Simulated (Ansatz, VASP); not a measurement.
## One calculation of Bi, two programs

```
Bi
1.0
    -1.69870    1.69870    2.46821
     1.69870   -1.69870    2.46821
     1.69870    1.69870   -2.46821
Bi
1
Cartesian
  0.0000 0.0000 0.0000
```

Alike in both runs: task single point; functional PBE; dispersion D3(BJ); k mesh 18 × 18 × 18; occupations gaussian, width 0.15 eV; no spin polarisation.

|  | VASP | Ansatz |
| --- | --- | --- |
| version | VASP 6.6.1 | Ansatz 0.2.0 |
| potentials or method | VASP PAW PBE potentials, release 64 (Bi_d) | scalar-relativistic, plane waves, PAW |
| plane-wave cutoff (eV) | 520 | 420 |
| valence electrons in the cell | 15 | 15 |

|  | VASP | Ansatz | Ansatz less VASP |
| --- | --- | --- | --- |
| gap on the k mesh at the Fermi level (eV) | none | none | - |
| pressure (GPa) | 4.0 | 4.0 | +0.05 |
| largest component of the traceless stress (GPa) | 0.09 | 0.09 | +0.001 |

A gap of «none» marks a metal or a gap that the smearing closes. The functional is the same, so the differences come from potentials, cutoffs and numerics.

Caveats: spin-orbit coupling is left out, which moves the levels of the heavy elements; pairwise dispersion overbinds metals, which lowers pressure and volume.
